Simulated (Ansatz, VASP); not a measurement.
# Two plane-wave programs on CdSe

```
Cd Se
1.0
     0.00000    2.65393    2.65393
     2.65393    0.00000    2.65393
     2.65393    2.65393    0.00000
Cd Se
1 1
Direct
  0.00000 0.00000 0.00000
  0.50000 0.50000 0.50000
```

Alike in both runs: task single point; functional PBEsol; k mesh 12 × 12 × 12; occupations gaussian, width 0.05 eV; no spin polarisation.

|  | VASP | Ansatz |
| --- | --- | --- |
| version | VASP 6.6.1 | Ansatz 0.2.0 |
| potentials or method | VASP PAW PBE potentials, release 64 (Cd, Se) | scalar-relativistic, plane waves, PAW |
| plane-wave cutoff (eV) | 520 | 420 |
| valence electrons in the cell | 18 | 36 |

Ansatz gave:

| Quantity | Value |
| --- | --- |
| gap on the k mesh at the Fermi level (eV) | none |
| pressure (GPa) | 19.0 |

Q: What did VASP give for the same quantities?

A: gap on the k mesh at the Fermi level (eV): none; pressure (GPa): 20.0.

A gap of «none» marks a metal or a gap that the smearing closes. The two sets of potentials don't hold the same shells in valence.

Caveats: so large a pressure means that the cell lies far from this level's equilibrium, or that cutoff or potentials fall short (VASP); the potentials were made for another functional, which shifts forces and pressure (VASP).
